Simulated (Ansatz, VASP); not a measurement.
Two plane-wave programs on Hf

```
CELL_PARAMETERS angstrom
2.89132 0.00000 0.00000
0.00000 2.89132 0.00000
0.00000 0.00000 2.89132
ATOMIC_POSITIONS crystal
Hf 0.00000 0.00000 0.00000
```

The cell was built by a generator and needn't be a form met in nature.

Alike in both runs: task relaxation of cell and atoms; functional RPBE; k mesh 11 × 11 × 11; occupations fermi-dirac, width 0.1 eV; no spin polarisation.

|  | VASP | Ansatz |
| --- | --- | --- |
| version | VASP 6.6.1 | Ansatz 0.2.0 |
| potentials or method | VASP PAW PBE potentials, release 64 (Hf_pv) | plane waves (420 eV) with PAW, scalar-relativistic |
| plane-wave cutoff (eV) | 600 | 420 |
| valence electrons in the cell | 10 | 26 |

Ansatz gave:

```
relaxed volume (Å³/atom)                                     : 25.65
relaxed cell length with the largest relative difference (Å) : 2.949
energy change over the relaxation (meV/atom)                 : -20
```

**Question.** Estimate VASP's values.

**Answer.** Relaxed volume (Å³/atom): 25.54; relaxed cell length with the largest relative difference (Å): 2.945; energy change over the relaxation (meV/atom): -17.

The two sets of potentials don't hold the same shells in valence.

Caveats: the PAW data sets were made with another functional, which shifts forces and pressure a little (VASP). Spin-orbit coupling is left out, which matters for the levels of Hf.
